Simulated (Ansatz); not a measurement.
# TaS2: the cost of one run

Method: DFT PBE+D3(BJ), scalar-relativistic, plane waves, PAW, in Ansatz 0.2.0.

21 further runs of the same task are left out: 21 set aside as unsound or not needed.

## 1. The structure to begin with

The structure is trigonal, space group P-3m1 (No. 164). The conventional cell has a = 3.477 Å, b = 3.477 Å, c = 32.180 Å, α = 90.00°, β = 90.00°, γ = 120.00°. S (site symmetry 3m) has 3 Ta at 2.48 Å as nearest neighbours. Around Ta (site symmetry -3m) lie 6 S at 2.48 Å.

Structure file:

```cif
data_structure
_symmetry_space_group_name_H-M 'P 1'
_symmetry_Int_Tables_number 1
_cell_length_a 3.4770
_cell_length_b 3.4770
_cell_length_c 32.1803
_cell_angle_alpha 90.000
_cell_angle_beta 90.000
_cell_angle_gamma 120.000
_cell_volume 336.92
loop_
_atom_site_label
_atom_site_type_symbol
_atom_site_fract_x
_atom_site_fract_y
_atom_site_fract_z
_atom_site_occupancy
S1 S 0.66667 0.33333 0.45455 1
Ta1 Ta 0.00000 0.00000 0.50000 1
S2 S 0.33333 0.66667 0.54545 1
```

This is the geometry of the first run shown, built on a cell relaxed beforehand with the same method.

## 2. The scan

Atoms count from 1 in the order of the input.

The lattice constant and the thickness of a sheet are varied, nothing relaxed.

The axes are (1) lattice constant a of the sheet (both vectors scaled alike): 7 values from 3.210 to 3.477 Å; (2) thickness: height of S3 above S1, all heights scaled alike: 7 values from 2.925 to 3.246 Å.

Nothing else is relaxed. Points are written as (first, second).

## 3. The run at (3.477 Å, 2.925 Å)

The sheet is isolated along c: the input cuts the Coulomb interaction between periodic copies.

input.yaml

```yaml
crystal:
  lattice:
    - [3.477, 0.0, 0.0]
    - [-1.7385, 3.011170329, 0.0]
    - [0.0, 0.0, 32.1803051422]
  atoms:
    - { symbol: S, position: [0.6666666667, 0.3333333333, 0.454552948] }
    - { symbol: Ta, position: [0.0, 0.0, 0.5] }
    - { symbol: S, position: [0.3333333333, 0.6666666667, 0.545447052] }
  periodic: [true, true, false]
basis:
  ecutwfc: 420
kpoints:
  mp_grid: { grid: [15, 15, 1] }
hamiltonian:
  xc: pbe
  dispersion: d3bj
scf:
  occupations: { method: gaussian, width: 0.1 }
output:
  forces: true
  stress: true
  eigenvalues: true
```

Started as:

```console
ansatz run input.yaml --threads 1 --pin off --max-ram 3072MiB --backend cpu --events-out ev --progress --plain --runs-dir out
```

**Question.** How long does this run take on 1 thread of Arm Neoverse V1, shared host, and how much memory does it need?

About 8.8 s, with a peak of 0.51 GiB.
